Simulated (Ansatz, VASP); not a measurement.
**Two plane-wave programs on Be**

```
Be
1.0
     3.68330    0.00000    0.00000
     0.00000    3.68330    0.00000
     0.00000    0.00000    2.24261
Be
4
Direct
  0.29741 0.29741 0.00000
  0.70259 0.70259 0.00000
  0.20259 0.79741 0.50000
  0.79741 0.20259 0.50000
```

This isn't the form of Be at room conditions, which is hcp.

Alike in both runs: task single point; functional r2SCAN; k mesh 6 × 6 × 10; occupations fermi-dirac, width 0.15 eV; no spin polarisation.

```csv
,VASP,Ansatz
version,VASP 6.6.1,Ansatz 0.2.0
potentials or method,"VASP PAW PBE potentials, release 64 (Be)","plane waves, norm-conserving potentials"
plane-wave cutoff (eV),520,1520
valence electrons in the cell,8,16
```

|  | VASP | Ansatz | Ansatz less VASP |
| --- | --- | --- | --- |
| gap on the k mesh at the Fermi level (eV) | none | none | - |
| pressure (GPa) | 7.1 | 7.0 | -0.06 |
| largest component of the traceless stress (GPa) | 1.73 | 1.75 | +0.019 |

A gap of «none» marks a metal or a gap that the smearing closes. With one functional, cell and mesh, what is left measures potentials, basis and numerics. The two sets of potentials don't hold the same shells in valence. Ansatz warned: «stress_scf_threshold_loose».

Caveats: the PAW data sets were made with another functional, which shifts forces and pressure a little (VASP).
